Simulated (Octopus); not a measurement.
KTaO3 under changes of volume

One of the cells (12.434 Å³/atom); the others are scaled copies at fixed shape and fractional positions:

```
Ta K O
1.0
     3.96153    0.00000    0.00000
     0.00000    3.96153    0.00000
     0.00000    0.00000    3.96153
Ta K O
1 1 3
Direct
  0.00000 0.00000 0.00000
  0.50000 0.50000 0.50000
  0.00000 0.00000 0.50000
  0.00000 0.50000 0.00000
  0.50000 0.00000 0.00000
```

```yaml
Program: Octopus 16.4
Functional: PBEsol
Potentials_or_basis: pseudodojo_pbesol (PseudoDojo 0.4, PBEsol)
Grid_spacing: 0.117 Å
k_mesh: 7 × 7 × 7
Occupations: fermi-dirac, width 0.05 eV
Spin: no spin polarisation
```

```tsv
volume (Å³/atom)	energy over the lowest point (meV/atom)	gap on the mesh (eV)
11.927	?	?
12.180	10.59	2.30
12.434	0.00	2.25
12.942	1.07	2.16
13.196	11.17	2.12
```

**Question.** What does the run at 11.927 Å³/atom give?

**Answer.** Energy over the lowest point 29.14 meV/atom; gap on the mesh 2.34 eV.

Worked out: A Birch-Murnaghan fit of order 2 (a polynomial in V^(-2/3)) to the other rows has its minimum at 12.67 Å³/atom with B0 = V·E''(V) = 218 GPa. It gives 29.43 meV/atom at 11.927 Å³/atom, against the run's 29.14. A straight line through the other rows of the gap, of slope -2.25 eV per unit of ln V, extrapolates to 2.35 eV, against the run's 2.34.

Energies are extrapolated to zero smearing.

Caveats: spin-orbit coupling is left out, which moves the levels of the heavy elements; an odd mesh through Γ misses points on the zone boundary, where band edges often lie.
